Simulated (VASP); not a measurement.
# TiAl3 (I4/mmm) in VASP: further runs

One crystal, TiAl3, is run at these levels: PBEsol; tasks: equation of state.

Everything below comes from runs of VASP 6.6.1. Logs are shortened: lines on timing, memory, paths and dates and some standing lists are left out, and cuts for length are marked.

## Step 1: Starting point

The structure is tetragonal, space group I4/mmm (No. 139). Conventional cell: a = 3.818 Å, b = 3.818 Å, c = 8.550 Å, α = 90.00°, β = 90.00°, γ = 90.00°. Ti (site symmetry 4/mmm) is surrounded by 12 Al at 2.70 to 2.87 Å. Around Al (site symmetry -4m2) lie 8 Al at 2.70 to 2.87 Å and 4 Ti at 2.87 Å. Around Al (site symmetry 4/mmm) lie 4 Ti at 2.70 Å and 8 Al at 2.87 Å.

The cell comes from a database or a generator and needn't be the stable form of this composition.

## Step 2: Equation of state, PBEsol, 14.96 Å³/atom (a relaxed cell with its volume scaled by 0.96)

The input, INCAR:

```
ALGO = Normal ; EDIFF = 1E-7
ENCUT = 520 ; GGA = PS
ISIF = 2 ; ISMEAR = -1
KPAR = 2 ; LASPH = True
LCHARG = False ; LREAL = False
LWAVE = False ; NELM = 100
PREC = Accurate ; SIGMA = 0.05
```

The input, KPOINTS:

```
k-points
0
Gamma
  8 8 8
```

The input, POSCAR:

```
TiAl3                                   
1.0
   -1.8830809187      1.8830809187      4.2174645973
    1.8830809187     -1.8830809187      4.2174645973
    1.8830809187      1.8830809187     -4.2174645973
  Ti              Al            
     1     3
Direct
     0.0000000000000000    0.0000000000000000    0.0000000000000000
     0.2500000000000000    0.7500000000000000    0.5000000000000000
     0.7500000000000000    0.2500000000000000    0.5000000000000000
     0.5000000000000000    0.5000000000000000    0.0000000000000000
```

Potentials or basis: VASP PAW PBE potentials, release 64 (Ti_sv, Al).

On the command line:

```sh
cat potpaw_PBE.64/Ti_sv/POTCAR potpaw_PBE.64/Al/POTCAR > POTCAR
mpirun -np 2 vasp_std > vasp.out
```

OUTCAR:

```text
EDIFF = 1E-7
   ENCUT = 520
   GGA = PS
   ISIF = 2
   ISMEAR = -1
   LASPH = True
   LREAL = False
   NELM = 100
   PREC = Accurate

 ion  position               nearest neighbor table
   1  0.000  0.000  0.000-   4 2.66   4 2.66   4 2.66   4 2.66   3 2.83   3 2.83   2 2.83   2 2.83
                             3 2.83   2 2.83   3 2.83   2 2.83
   2  0.250  0.750  0.500-   3 2.66   3 2.66   3 2.66   3 2.66   1 2.83   1 2.83   4 2.83   4 2.83
                             4 2.83   1 2.83   4 2.83   1 2.83
   3  0.750  0.250  0.500-   2 2.66   2 2.66   2 2.66   2 2.66   4 2.83   4 2.83   1 2.83   1 2.83
                             4 2.83   1 2.83   4 2.83   1 2.83
   4  0.500  0.500  0.000-   1 2.66   1 2.66   1 2.66   1 2.66   2 2.83   2 2.83   3 2.83   3 2.83
                             3 2.83   2 2.83   3 2.83   2 2.83

  LATTYP: Found a body centered tetragonal cell.
 ALAT       =     3.7661618374
 C/A-ratio  =     2.2396619048

  Lattice vectors:

 A1 = (  -1.8830809187,   1.8830809187,   4.2174645973)
 A2 = (   1.8830809187,  -1.8830809187,   4.2174645973)
 A3 = (   1.8830809187,   1.8830809187,  -4.2174645973)

Analysis of symmetry for initial positions (statically):
=====================================================================
 Subroutine PRICEL returns:
 Original cell was already a primitive cell.

 Routine SETGRP: Setting up the symmetry group for a
 body centered tetragonal supercell.

 Subroutine GETGRP returns: Found 16 space group operations
 (whereof 16 operations were pure point group operations)
 out of a pool of 16 trial point group operations.

The static configuration has the point symmetry D_4h.

Analysis of symmetry for dynamics (positions and initial velocities):
=====================================================================
 Subroutine PRICEL returns:
 Original cell was already a primitive cell.

 Routine SETGRP: Setting up the symmetry group for a
 body centered tetragonal supercell.

 Subroutine GETGRP returns: Found 16 space group operations
 (whereof 16 operations were pure point group operations)
 out of a pool of 16 trial point group operations.

The dynamic configuration has the point symmetry D_4h.

 Subroutine INISYM returns: Found 16 space group operations
 (whereof 16 operations are pure point group operations),
 and found     1 'primitive' translations

----------------------------------------------------------------------------------------

                                     Primitive cell

  volume of cell :      59.8204

  direct lattice vectors                    reciprocal lattice vectors
    -1.883080919  1.883080919  4.217464597     0.000000000  0.265522312  0.118554641
     1.883080919 -1.883080919  4.217464597     0.265522312  0.000000000  0.118554641
     1.883080919  1.883080919 -4.217464597     0.265522312  0.265522312  0.000000000

  length of vectors
     4.987884834  4.987884834  4.987884834     0.290787381  0.290787381  0.375505255

  position of ions in fractional coordinates (direct lattice)
     0.000000000  0.000000000  0.000000000
     0.250000000  0.750000000  0.500000000
     0.750000000  0.250000000  0.500000000
     0.500000000  0.500000000  0.000000000

  ion indices of the primitive-cell ions
   primitive index   ion index
                 1           1
                 2           2
                 3           3
                 4           4

----------------------------------------------------------------------------------------

 KPOINTS: k-points

Automatic generation of k-mesh.
 Grid dimensions read from file:
 generate k-points for:    8    8    8

 Generating k-lattice:

  Cartesian coordinates                     Fractional coordinates (reciprocal lattice)
     0.000000000  0.033190289  0.014819330     0.125000000  0.000000000  0.000000000
     0.033190289  0.000000000  0.014819330     0.000000000  0.125000000  0.000000000
     0.033190289  0.033190289  0.000000000     0.000000000  0.000000000  0.125000000

  Length of vectors
     0.036348423  0.036348423  0.046938157

  Shift w.r.t. Gamma in fractional coordinates (k-lattice)
     0.000000000  0.000000000  0.000000000

 Subroutine IBZKPT returns following result:
 ===========================================

 Found     59 irreducible k-points:

 Following reciprocal coordinates:
            Coordinates               Weight
  0.000000  0.000000  0.000000      1.000000
  0.125000  0.000000  0.000000      8.000000
  0.250000  0.000000  0.000000      8.000000
  0.375000  0.000000  0.000000      8.000000
  0.500000  0.000000  0.000000      4.000000
  0.125000  0.125000  0.000000      8.000000
[... 16 lines left out ...]
  0.250000  0.125000  0.125000     16.000000
  0.375000  0.125000  0.125000      8.000000
 [... further k-points ...]
   k-points           NKPTS =     59   k-points in BZ     NKDIM =     59   number of bands    NBANDS=     14
   number of dos      NEDOS =    301   number of ions     NIONS =      4
   total plane-waves  NPLWV =  64000
   dimension x,y,z NGX =    40 NGY =   40 NGZ =   40
   dimension x,y,z NGXF=    80 NGYF=   80 NGZF=   80
   ions per type =               1   3
   NGX,Y,Z   is equivalent  to a cutoff of  13.33, 13.33, 13.33 a.u.
   NGXF,Y,Z  is equivalent  to a cutoff of  26.66, 26.66, 26.66 a.u.
 SYSTEM =  unknown system
   PREC   = accura    normal or accurate (medium, high low for compatibility)
   ISTART =      0    job   : 0-new  1-cont  2-samecut
   ICHARG =      2    charge: 1-file 2-atom 10-const
   ISPIN  =      1    spin polarized calculation?
   LNONCOLLINEAR =      F non collinear calculations
   LSORBIT =      F    spin-orbit coupling
   LASPH  =      T    aspherical Exc in radial PAW
   ENCUT  =  520.0 eV  38.22 Ry    6.18 a.u.   9.27  9.27  9.27*2*pi/ulx,y,z
   NELM   =    100;   NELMIN=  2; NELMDL= -5     # of ELM steps
   EDIFF  = 0.1E-06   stopping-criterion for ELM
   LREAL  =      F    real-space projection
   EDIFFG = 0.1E-05   stopping-criterion for IOM
   NSW    =      0    number of steps for IOM
   IBRION =     -1    ionic relax: 0-MD 1-quasi-New 2-CG
   NFREE  =      0    steps in history (QN), initial steepest desc. (CG)
   ISIF   =      2    stress and relaxation
   ISYM   =      2    0-nonsym 1-usesym 2-fastsym
   POTIM  = 0.5000    time-step for ionic-motion
   TEBEG  =    0.0;   TEEND  =   0.0 temperature during run
   PSTRESS=    0.0 pullay stress
   NELECT =      21.0000    total number of electrons
   NUPDOWN=      -1.0000    fix difference up-down
   EMIN   =  10.00;   EMAX   =-10.00  energy-range for DOS
   EFERMI =   0.00;   METHOD = LEGACY
   ISMEAR =    -1;   SIGMA  =   0.05  broadening in eV -4-tet -1-fermi 0-gaus
   EFERMI_NEDOS =   21; number of points for ismear=-14 and -15
   IALGO  =     38    algorithm
   IMIX   =      4    mixing-type and parameters
     AMIX     =   0.40;   BMIX     =  1.00
     AMIX_MAG =   1.60;   BMIX_MAG =  1.00
  volume/ion in A,a.u.               =      14.96       100.92
  Fermi-wavevector in a.u.,A,eV,Ry     =   1.154866  2.182380 18.146290  1.333715
  Thomas-Fermi vector in A             =   2.291499
   LORBIT       =      0    0 simple, 1 ext, 2 COOP (PROOUT), +10 PAW based schemes
   GGA     = PS    functional components
   LHFCALC =     F    Hartree Fock is set to
   AEXX    =    0.0000 exact exchange contribution
   IVDW    =     0    specifies the selected vdW correction
   LEPSILON=     F    determine dielectric tensor
   LRPA    =     F    only Hartree local field effects (RPA)
 non-spin polarized calculation
  energy-cutoff  :      520.00
  volume of cell :       59.82
 maximum number of plane-waves:      1636
 NGX is ok and might be reduce to    40
   NGX = 19   NGY = 19   NGZ = 19

 number of electron      21.0000001 magnetization

 Free energy of the ion-electron system (eV)
  ---------------------------------------------------
  ext. energy  EPLUGINS =         0.00000000
  ---------------------------------------------------
  free energy    TOTEN  =       -22.20150052 eV

  energy without entropy =      -22.19064926  energy(sigma->0) =      -22.19607489

 E-fermi :   8.7438     XC(G=0): -11.0590

 val. band max:        8.7274909416   @ k =  -0.3750   0.5000   0.2500
 cond. band min:       8.7773746047   @ k =  -0.3750   0.3750   0.3750
 fundamental gap:      0.0498836631
 Fermi energy:         8.7438419508

 k-point     1 :       0.0000    0.0000    0.0000
  band No.  band energies     occupation
      1     -47.3322      2.00000
      2     -23.7655      2.00000
      3     -23.7655      2.00000
      4     -23.6839      2.00000
      5      -1.6065      2.00000
      6       5.8401      2.00000
      7       6.0584      2.00000
      8       7.2229      2.00000
      9       7.4672      2.00000
     10       7.4672      2.00000
     11       9.6217      0.00000
     12      10.5945      0.00000
     13      10.5945      0.00000
     14      10.9814      0.00000

 k-point     2 :       0.1250    0.0000    0.0000
  band No.  band energies     occupation
      1     -47.3319      2.00000
      2     -23.7706      2.00000
      3     -23.7651      2.00000
      4     -23.6837      2.00000
      5      -1.4045      2.00000
      6       5.2107      2.00000
      7       6.4575      2.00000
      8       6.9224      2.00000
      9       7.2935      2.00000
     10       7.5894      2.00000
     11       9.0996      0.00163
     12      10.1277      0.00000
     13      10.8171      0.00000
     14      11.2150      0.00000
[... 343 lines left out ...]
      1     -47.3299      2.00000
      2     -23.7933      2.00000
      3     -23.7800      2.00000
      4     -23.6810      2.00000
      5       0.7574      2.00000
      6       3.4845      2.00000
      7       5.1864      2.00000
      8       5.9831      2.00000
      9       6.5656      2.00000
     10       7.2610      2.00000
     11       8.1313      1.99999
     12      10.3509      0.00000
     13      10.7211      0.00000
     14      11.4061      0.00000

 k-point    24 :       0.3750    0.1250    0.1250
  band No.  band energies     occupation
      1     -47.3296      2.00000
      2     -23.7982      2.00000
      3     -23.7795      2.00000
      4     -23.6806      2.00000
      5       1.7755      2.00000
      6       2.2544      2.00000
      7       5.4855      2.00000
      8       5.5458      2.00000
      9       6.6401      2.00000
     10       7.1244      2.00000
     11       8.4473      1.99470
     12       9.9653      0.00000
     13      10.7096      0.00000
     14      11.4180      0.00000

 [... further k-points ...]

------------------------ aborting loop because EDIFF is reached ----------------------------------------

  FORCE on cell =-STRESS in cart. coord.  units (eV):
  Direction    XX          YY          ZZ          XY          YZ          ZX
  --------------------------------------------------------------------------------------
  -------------------------------------------------------------------------------------
  Total        1.8719788      1.8719788      1.7851117      0.0000000      0.0000000      0.0000000
  in kB       50.1374339     50.1374339     47.8108620      0.0000000      0.0000000      0.0000000
  external PRESSURE =      49.3619099 kB  Pullay stress =       0.0000000 kB

 VOLUME and BASIS-vectors are now :
 -----------------------------------------------------------------------------
  energy-cutoff  :      520.00
  volume of cell :       59.82
      direct lattice vectors                 reciprocal lattice vectors
    -1.883080919  1.883080919  4.217464597     0.000000000  0.265522312  0.118554641
     1.883080919 -1.883080919  4.217464597     0.265522312  0.000000000  0.118554641
     1.883080919  1.883080919 -4.217464597     0.265522312  0.265522312  0.000000000

 POSITION                                       TOTAL-FORCE (eV/Angst)
 -----------------------------------------------------------------------------------
      0.00000      0.00000      0.00000        -0.000000      0.000000      0.000000
      1.88308      0.00000      2.10873        -0.000000      0.000000     -0.000000
      0.00000      1.88308      2.10873         0.000000     -0.000000     -0.000000
      0.00000      0.00000      4.21746        -0.000000      0.000000      0.000000
 -----------------------------------------------------------------------------------
    total drift:                               -0.000000     -0.000000     -0.000000

  FREE ENERGIE OF THE ION-ELECTRON SYSTEM (eV)
  ---------------------------------------------------
  free  energy   TOTEN  =       -22.2015005207 eV

  energy  without entropy=      -22.1906492595  energy(sigma->0) =      -22.19607489
```

Wall time 52 s (2 MPI ranks of Intel Xeon Platinum 8488C (Sapphire Rapids), shared host); peak memory 0.24 GiB.

What came out:

| Quantity | Value |
| --- | --- |
| Free energy | -22.2015 eV |
| Pressure | 4.9 GPa |
| Band gap on the k mesh | none (metal or under the smearing width) |

Caveat: the PAW data sets were made with another functional, which shifts forces and pressure a little.

## Step 3: Equation of state, PBEsol, 15.27 Å³/atom (a relaxed cell with its volume scaled by 0.98)

INCAR is that of step 2.

KPOINTS is that of step 2.

Changes to POSCAR since step 2:

```diff
@@ -2,5 +2,5 @@
 1.0
-   -1.8830809187      1.8830809187      4.2174645973
-    1.8830809187     -1.8830809187      4.2174645973
-    1.8830809187      1.8830809187     -4.2174645973
+   -1.8960680941      1.8960680941      4.2465514792
+    1.8960680941     -1.8960680941      4.2465514792
+    1.8960680941      1.8960680941     -4.2465514792
   Ti              Al
```

Potentials or basis: VASP PAW PBE potentials, release 64 (Ti_sv, Al).

On the command line:

```sh
cat potpaw_PBE.64/Ti_sv/POTCAR potpaw_PBE.64/Al/POTCAR > POTCAR
mpirun -np 2 vasp_std > vasp.out
```

Wall time 46 s (2 MPI ranks of Intel Xeon Platinum 8488C (Sapphire Rapids), shared host); peak memory 0.25 GiB.

Results (log left out):

```
Free energy            : -22.2299 eV
Pressure               : 2.3 GPa
Band gap on the k mesh : none (metal or under the smearing width)
```

Caveat: the PAW data sets were made with another functional, which shifts forces and pressure a little.

## Step 4: Equation of state, PBEsol, 15.58 Å³/atom

INCAR is that of step 3.

KPOINTS is that of step 3.

Changes to POSCAR since step 3:

```diff
@@ -2,5 +2,5 @@
 1.0
-   -1.8960680941      1.8960680941      4.2465514792
-    1.8960680941     -1.8960680941      4.2465514792
-    1.8960680941      1.8960680941     -4.2465514792
+   -1.9088797536      1.9088797536      4.2752452650
+    1.9088797536     -1.9088797536      4.2752452650
+    1.9088797536      1.9088797536     -4.2752452650
   Ti              Al
```

On the command line:

```sh
cat potpaw_PBE.64/Ti_sv/POTCAR potpaw_PBE.64/Al/POTCAR > POTCAR
mpirun -np 2 vasp_std > vasp.out
```

Run time: 51 s. Hardware: 2 MPI ranks of Intel Xeon Platinum 8488C (Sapphire Rapids), shared host; peak memory 0.25 GiB.

It converged, with:

```
Free energy            : -22.2391 eV
Pressure               : 0.0 GPa
Band gap on the k mesh : none (metal or under the smearing width)
```

Caveat: the PAW data sets were made with another functional, which shifts forces and pressure a little.

## Step 5: Equation of state, PBEsol, 15.89 Å³/atom (a relaxed cell with its volume scaled by 1.02)

INCAR is that of step 4.

KPOINTS is that of step 4.

Changes to POSCAR since step 4:

```diff
@@ -2,5 +2,5 @@
 1.0
-   -1.9088797536      1.9088797536      4.2752452650
-    1.9088797536     -1.9088797536      4.2752452650
-    1.9088797536      1.9088797536     -4.2752452650
+   -1.9215217098      1.9215217098      4.3035589727
+    1.9215217098     -1.9215217098      4.3035589727
+    1.9215217098      1.9215217098     -4.3035589727
   Ti              Al
```

On the command line:

```sh
cat potpaw_PBE.64/Ti_sv/POTCAR potpaw_PBE.64/Al/POTCAR > POTCAR
mpirun -np 2 vasp_std > vasp.out
```

Wall time 48 s (2 MPI ranks of Intel Xeon Platinum 8488C (Sapphire Rapids), shared host); peak memory 0.25 GiB.

The run converged. Its results:

| Quantity | Value |
| --- | --- |
| Free energy | -22.2309 eV |
| Pressure | -2.1 GPa |
| Band gap on the k mesh | none (metal or under the smearing width) |

Caveat: the PAW data sets were made with another functional, which shifts forces and pressure a little.

## Step 6: Equation of state, PBEsol, 16.20 Å³/atom (a relaxed cell with its volume scaled by 1.04)

INCAR is that of step 5.

KPOINTS is that of step 5.

Changes to POSCAR since step 5:

```diff
@@ -2,5 +2,5 @@
 1.0
-   -1.9215217098      1.9215217098      4.3035589727
-    1.9215217098     -1.9215217098      4.3035589727
-    1.9215217098      1.9215217098     -4.3035589727
+   -1.9339994732      1.9339994732      4.3315049439
+    1.9339994732     -1.9339994732      4.3315049439
+    1.9339994732      1.9339994732     -4.3315049439
   Ti              Al
```

Potentials or basis: VASP PAW PBE potentials, release 64 (Ti_sv, Al).

On the command line:

```sh
cat potpaw_PBE.64/Ti_sv/POTCAR potpaw_PBE.64/Al/POTCAR > POTCAR
mpirun -np 2 vasp_std > vasp.out
```

Wall time 50 s (2 MPI ranks of Intel Xeon Platinum 8488C (Sapphire Rapids), shared host); peak memory 0.25 GiB.

The run converged. Its results:

| Property | Result |
| --- | --- |
| Free energy | -22.2070 eV |
| Pressure | -4.0 GPa |
| Band gap on the k mesh | none (metal or under the smearing width) |

Caveat: the PAW data sets were made with another functional, which shifts forces and pressure a little.

## Step 7: Equation of state, PBEsol

Potentials or basis: VASP PAW PBE potentials, release 64 (Ti_sv, Al).

No new run: the results of the series are fitted here.

Results:

| Item | Value |
| --- | --- |
| Equilibrium volume | 15.58 Å³/atom |
| Bulk modulus at fixed shape and positions | 111 GPa |
| Pressure derivative of the bulk modulus | 4.0 (rough: it moves with the points fitted) |

Energy against volume, from the lowest point:
```
volume (Å³/atom)  energy (meV/atom)
          14.955               9.39
          15.267               2.29
          15.578               0.00
          15.890               2.04
          16.201               8.01
```

Caveat: the cell was scaled at fixed shape and fractional positions, which overstates the stiffness of a crystal with free parameters, most of all of layers and chains; the PAW data sets were made with another functional, which shifts forces and pressure a little.
